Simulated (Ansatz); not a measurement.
**Stress against strain in BN**

```xyz
2
Lattice="0.0000 1.8075 1.8075 1.8075 0.0000 1.8075 1.8075 1.8075 0.0000" Properties=species:S:1:pos:R:3 pbc="T T T"
B     0.0000    0.0000    0.0000
N     2.7113    2.7113    2.7113
```

Atoms are numbered in the order listed.

The cell comes from COD entry 9008834, which wasn't checked; take it as a given geometry.

These are results of DFT, LDA, all-electron LAPW, scalar-relativistic in Ansatz 0.2.0, not measurements.

The runs use a Γ-centred 11×11×11 k mesh, Fermi–Dirac smearing of 0.02 eV, basis error target 0.5 meV/atom, no spin polarisation.

The strain is applied along the Cartesian axes of the cell as listed (the other components stay zero). Fractional coordinates are held (clamped ions).

σ is the change of stress from the unstrained cell, which is at -10.85 GPa; tension is positive, so slopes are stress–strain coefficients at that pressure.

Only quantities that a quadratic follows smoothly over the whole series are listed; rougher ones are left out.

```csv
εzz,σzz (GPa),σxx (GPa)
-0.0200,-15.82,-3.49
-0.0100,-7.82,-1.65
0.0000,0.00,0.00
0.0200,15.12,2.81
```

Question: Fit the series and read off the stiffness at zero strain.

Answer: Least-squares fits y = p0 + p1 x + p2 x² to the rows give σzz (GPa): p1 = 773, p2 = -880; σxx (GPa): p1 = 157, p2 = -860. So C11 = 773 GPa and C12 = 157 GPa, which gives B = (C11 + 2 C12)/3 = 362 GPa.

Question: One run, at εzz = 0.0100, is withheld. Predict its row.

Answer: The fits give 7.65, 1.49; the run gave 7.65, 1.49.
